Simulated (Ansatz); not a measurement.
# TiO2: how settings move the results

This session on TiO2 sets out to test the occupation rule and width.

Method: DFT r2SCAN, scalar-relativistic, plane waves, PAW, in Ansatz 0.2.0.

1 further run of the same task is left out (set aside as unsound or not needed). Runs told in other sessions of the task aren't counted.

## 1. The system as given

The structure is monoclinic, space group C2/c (No. 15). The conventional cell has a = 5.412 Å, b = 5.413 Å, c = 5.472 Å, α = 90.00°, β = 118.77°, γ = 90.00°. Ti (site symmetry 2) is surrounded by 6 O at 1.93 to 2.00 Å. O (site symmetry 1) has 3 Ti at 1.93 to 2.00 Å in its first shell of neighbours.

Cell or atoms stand a little off a more symmetric structure (I4_1/amd at a tolerance of 0.3 Å), so results at this geometry aren't those of that ideal crystal.

As a file:

```
Ti O
1.0
     2.70603   -2.70666    0.00000
     2.70603    2.70666    0.00000
    -2.63353    0.00000    4.79664
Ti O
2 4
Direct
  0.13411 0.86589 0.25000
  0.86589 0.13411 0.75000
  0.33122 0.08876 0.66715
  0.66878 0.91124 0.33285
  0.91124 0.66878 0.83285
  0.08876 0.33122 0.16715
```

Source of the structure: the Materials Project (structure only). It is taken as it stands there.

## 2. The base input

Input file input.yaml:

```yaml
crystal:
  lattice:
    - [2.706034, -2.706655, 0.0]
    - [2.706034, 2.706655, 0.0]
    - [-2.633531, 0.0, 4.796637]
  atoms:
    - { symbol: Ti, position: [0.13411, 0.86589, 0.25] }
    - { symbol: Ti, position: [0.86589, 0.13411, 0.75] }
    - { symbol: O, position: [0.331221, 0.088755, 0.667149] }
    - { symbol: O, position: [0.668779, 0.911245, 0.332851] }
    - { symbol: O, position: [0.911245, 0.668779, 0.832851] }
    - { symbol: O, position: [0.088755, 0.331221, 0.167149] }
basis:
  ecutwfc: 500
kpoints:
  mp_grid: { grid: [8, 8, 6] }
hamiltonian:
  xc: r2scan
scf:
  occupations: { method: gaussian, width: 0.02 }
output:
  forces: true
  stress: true
  eigenvalues: true
  populations: true
  write_density: true
  write_potential: true
  elf: true
  volumetric_format: npy
```

It was run beforehand and gave: -1215.4356 eV/atom at zero smearing, pressure -6.36 GPa, largest force 0.228 eV/Å, gap on the mesh 2.44 eV, in 8 SCF cycles and 17 s.

## 3. Occupation rule and width set to Methfessel–Paxton 0.25 eV

Input file input.yaml:

```yaml
crystal:
  lattice:
    - [2.706034, -2.706655, 0.0]
    - [2.706034, 2.706655, 0.0]
    - [-2.633531, 0.0, 4.796637]
  atoms:
    - { symbol: Ti, position: [0.13411, 0.86589, 0.25] }
    - { symbol: Ti, position: [0.86589, 0.13411, 0.75] }
    - { symbol: O, position: [0.331221, 0.088755, 0.667149] }
    - { symbol: O, position: [0.668779, 0.911245, 0.332851] }
    - { symbol: O, position: [0.911245, 0.668779, 0.832851] }
    - { symbol: O, position: [0.088755, 0.331221, 0.167149] }
basis:
  ecutwfc: 500
kpoints:
  mp_grid: { grid: [8, 8, 6] }
hamiltonian:
  xc: r2scan
scf:
  occupations: { method: methfessel_paxton, width: 0.25 }
output:
  forces: true
  stress: true
  eigenvalues: true
```

The run is started by

```console
> ansatz run input.yaml --threads 1 --pin off --max-ram 2560MiB --backend cpu --events-out ev --progress --plain --runs-dir out
```

## 4. Occupation rule and width set to Methfessel–Paxton 0.5 eV

Edit input.yaml of step 3 so:

```diff
@@ -19,3 +19,3 @@
 scf:
-  occupations: { method: methfessel_paxton, width: 0.25 }
+  occupations: { method: methfessel_paxton, width: 0.5 }
 output:
```

## 5. Occupation rule and width set to Methfessel–Paxton 0.99 eV

Edit input.yaml of step 4 so:

```diff
@@ -19,3 +19,3 @@
 scf:
-  occupations: { method: methfessel_paxton, width: 0.5 }
+  occupations: { method: methfessel_paxton, width: 0.99 }
 output:
```

## 6. Occupation rule and width set to cold 0.13 eV

Edit input.yaml of step 5 so:

```diff
@@ -19,3 +19,3 @@
 scf:
-  occupations: { method: methfessel_paxton, width: 0.99 }
+  occupations: { method: cold, width: 0.13 }
 output:
```

## 7. Occupation rule and width: cold 0.25 eV

Edit input.yaml of step 6 so:

```diff
@@ -19,3 +19,3 @@
 scf:
-  occupations: { method: cold, width: 0.13 }
+  occupations: { method: cold, width: 0.25 }
 output:
```

## 8. Occupation rule and width set to cold 0.99 eV

Edit input.yaml of step 7 so:

```diff
@@ -19,3 +19,3 @@
 scf:
-  occupations: { method: cold, width: 0.25 }
+  occupations: { method: cold, width: 0.99 }
 output:
```

## 9. Occupation rule and width set to tetrahedron

Edit input.yaml of step 8 so:

```diff
@@ -19,3 +19,3 @@
 scf:
-  occupations: { method: cold, width: 0.99 }
+  occupations: { method: tetrahedron }
 output:
```

## 10. Occupation rule and width: fixed

Edit input.yaml of step 9 so:

```diff
@@ -19,3 +19,3 @@
 scf:
-  occupations: { method: tetrahedron }
+  occupations: { method: fixed }
 output:
```

(Steps that only read results are left out.)

**Question.** What does this series show? Wanted: largest energy shift, occupation rule and width.

The runs gave:

| quantity | value |
| --- | --- |
| largest energy shift, occupation rule and width | -4.18 meV/atom at Methfessel–Paxton 0.99 |

The free energy moves by up to 4.67 meV/atom (Methfessel–Paxton 0.99), the energy extrapolated to zero width by up to 4.18.
